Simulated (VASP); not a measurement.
Input of a VASP 6.6.1 run:

Contents of INCAR:

```
  PREC = Accurate
  ENCUT = 520
  EDIFF = 1E-6
  ISMEAR = 0
  SIGMA = 0.1
  LREAL = False
  LASPH = True
  NELM = 100
  ALGO = Fast
  ISIF = 2
  LWAVE = False
  LCHARG = False
  LDIPOL = True
  IDIPOL = 3
  DIPOL = 0.5 0.5 0.500
  GGA = PE
  NBANDS = 61
```

File KPOINTS:

```
Automatic mesh
0
Gamma
  12 9 1
```

File POSCAR:

```
Pd
1.0
    2.7876806238      0.0000000000      0.0000000000
    0.0000000000      3.9423757457      0.0000000000
    0.0000000000      0.0000000000     27.5445628069
Pd
10
Direct
    0.5000000000      0.5000000000      0.2756381084
    0.0000000000      0.0000000000      0.3215379394
    0.5000000000      0.5000000000      0.3739787238
    0.0000000000      0.0000000000      0.4244156887
    0.5000000000      0.5000000000      0.4745537713
    0.0000000000      0.0000000000      0.5254463500
    0.5000000000      0.5000000000      0.5755844455
    0.0000000000      0.0000000000      0.6260213659
    0.5000000000      0.5000000000      0.6784620191
    0.0000000000      0.0000000000      0.7243615879
```

Potentials or basis: VASP PAW PBE potentials, release 64 (Pd).

Command:

```sh
$ cat potpaw_PBE.64/Pd/POTCAR > POTCAR
$ mpirun -np 1 vasp_std > vasp.out
```

Task: What does it give for the largest force?

Result: 0.018 eV/Å.

Task: What does it give for the band gap on the k mesh?

Result: None (metal or under the smearing width).

Forces in eV/Å, atoms in the order of the input:
```
Pd   0.000  0.000  0.012
Pd   0.000  0.000  0.018
Pd   0.000  0.000 -0.008
Pd   0.000  0.000 -0.016
Pd   0.000  0.000  0.002
Pd   0.000  0.000 -0.002
Pd   0.000  0.000  0.016
Pd   0.000  0.000  0.008
Pd   0.000  0.000 -0.018
Pd   0.000  0.000 -0.012
```
